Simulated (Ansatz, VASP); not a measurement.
# GaAs: programs and potentials compared

The starting cell:

```xyz
2
Lattice="0.0000 2.8268 2.8268 2.8268 0.0000 2.8268 2.8268 2.8268 0.0000" Properties=species:S:1:pos:R:3 pbc="T T T"
As    4.2403    4.2403    4.2403
Ga    0.0000    0.0000    0.0000
```

Alike in all runs: task relaxation of cell and atoms; functional RPBE; dispersion D4; k mesh 8 × 8 × 8; occupations fermi-dirac, width 0.05 eV; no spin polarisation; no spin-orbit coupling.

| program and potentials | plane-wave cutoff (eV) | notes | equilibrium volume (Å³/atom) |
| --- | --- | --- | --- |
| Ansatz, Ansatz PAW | 420 | potentials made for PBE, which Ansatz adapts in part; 14 valence electrons an atom on average | 22.25 |
| Ansatz, all-electron LAPW, scalar-relativistic | - | - | 22.24 |
| VASP, PBE PAW files As, Ga_d, 600 eV | 600 | potentials made for PBE; 9 valence electrons an atom on average | 22.30 |

The equilibrium volume spans 22.24 (Ansatz, all-electron LAPW, scalar-relativistic) to 22.30 Å³/atom (VASP, PBE PAW files As, Ga_d, 600 eV), with all-electron results at 22.24. Some sets were made for another functional than the one run, which can shift their rows. Relaxations stop with a little pressure left, so the last digit of a volume isn't settled.

The functional is the same throughout but for its coding, so the spread measures potentials, basis and numerics; runs on potential files found faulty are left out.

The three treatments give nearly the same equilibrium volume for GaAs. The Ansatz PAW result, 22.25 Å³/atom, is practically indistinguishable from the all-electron value, while VASP lies slightly higher at 22.30 Å³/atom. The valence counts imply that both PAW sets treat Ga 3d explicitly but only the Ansatz set also includes As 3d. Freezing that deeper shell may contribute to the VASP offset, though the potentials differ in other ways too.

All three volumes fall somewhat below experiment, whereas RPBE on its own normally expands covalent semiconductors. Because the all-electron calculation shares the contraction, its source is probably the common energy model rather than the potentials. The likely cause is D4 attraction between the polarisable Ga and As atoms, which overcompensates for the weak binding of RPBE; in a dense, strongly screened solid, such a correction can easily be too large. The close agreement therefore supports the transferability of the potentials near equilibrium, not the accuracy of RPBE-D4 for GaAs, and it doesn't establish equal agreement for the compressibility or band gap.
